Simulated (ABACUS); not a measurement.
Pt:

```
CELL_PARAMETERS angstrom
0.00000 1.96090 1.96090
1.96090 0.00000 1.96090
1.96090 1.96090 0.00000
ATOMIC_POSITIONS crystal
Pt 0.00000 0.00000 0.00000
```

Base run:

| Property | Result |
| --- | --- |
| Program | ABACUS 3.10.1 |
| Functional | PBE |
| Potentials or basis | PseudoDojo NC SR 0.4.1 PBE standard |
| Cutoff | 1143 eV |
| Density cutoff | 4572 eV |
| Basis | plane waves |
| k mesh | 12 × 12 × 12 |
| Occupations | fermi-dirac, width 0.05 eV |
| Spin | no spin polarisation |

Its results: band gap on the k mesh none (metal or under the smearing width); pressure 9.7 GPa.

Question: The run is repeated on the same cell with these changes: cutoff from 1143 eV to 1361 eV; density cutoff from 4572 eV to 5442 eV; basis from plane waves to DZP LCAO (the cutoffs set its grid). What comes out?

Answer: Band gap on the k mesh none (metal or under the smearing width); pressure 11.1 GPa.

Caveats: the atomic orbitals were generated for these runs and aren't a published set (some runs); the basis of atomic orbitals isn't converged, which shifts pressures, moduli and gaps (some runs).

Not every run made on this cell is shown here.
